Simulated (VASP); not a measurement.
Set up this calculation in VASP 6.6.1, as the native input.

| Item | Value |
| --- | --- |
| Task | relaxation of cell and atoms |
| Functional | PBEsol |
| Potentials or basis | VASP PAW PBE potentials, release 64 (Ag) |
| Cutoff | 600 eV |
| k mesh | 16 × 16 × 16 |
| Occupations | methfessel-paxton, width 0.1 eV |
| Spin | no spin polarisation |
| Further INCAR settings | ALGO = Normal; EDIFF = 1e-06; IBRION = 2; EDIFFG = -0.01; NSW = 90; ISIF = 3 |

The structure of Ag lies in POSCAR:

```
Ag
1.0
    0.0000000000      2.0427500000      2.0427500000
    2.0427500000      0.0000000000      2.0427500000
    2.0427500000      2.0427500000      0.0000000000
Ag
1
Direct
    0.0000000000      0.0000000000      0.0000000000
```

These files were run (other wordings do the same):

INCAR

```
  ALGO = Normal
  EDIFF = 1E-6
  EDIFFG = -0.01
  ENCUT = 600
  GGA = PS
  IBRION = 2
  ISIF = 3
  ISMEAR = 1
  LASPH = T
  LCHARG = F
  LREAL = F
  LWAVE = F
  NELM = 80
  NSW = 90
  PREC = Accurate
  SIGMA = 0.1
```

KPOINTS

```
k-points
0
Gamma
  16 16 16
```

Potentials or basis: VASP PAW PBE potentials, release 64 (Ag).

Launch:

```bash
$ cat potpaw_PBE.64/Ag/POTCAR > POTCAR
$ mpirun -np 1 vasp_std > vasp.out
```

Results of the run:

* Relaxed volume: 16.63 Å³/atom
* Relaxed cell: a = 2.865 Å, b = 2.865 Å, c = 2.865 Å, α = 60.00°, β = 60.00°, γ = 60.00°
* Space group after relaxing (to 0.05 Å): Fm-3m (No. 225)
* Energy gained by relaxing: 3.8 meV/atom
* Ionic steps: 3
* Pressure after relaxing: 0.0 GPa
* Band gap on the k mesh: none (metal or under the smearing width)

Caveat: the PAW data sets were made with another functional, which shifts forces and pressure a little.

Wall time 19 s on 1 thread of Intel(R) Xeon(R) Platinum 8488C (Sapphire Rapids), with other jobs on the host, peak memory 0.17 GiB.
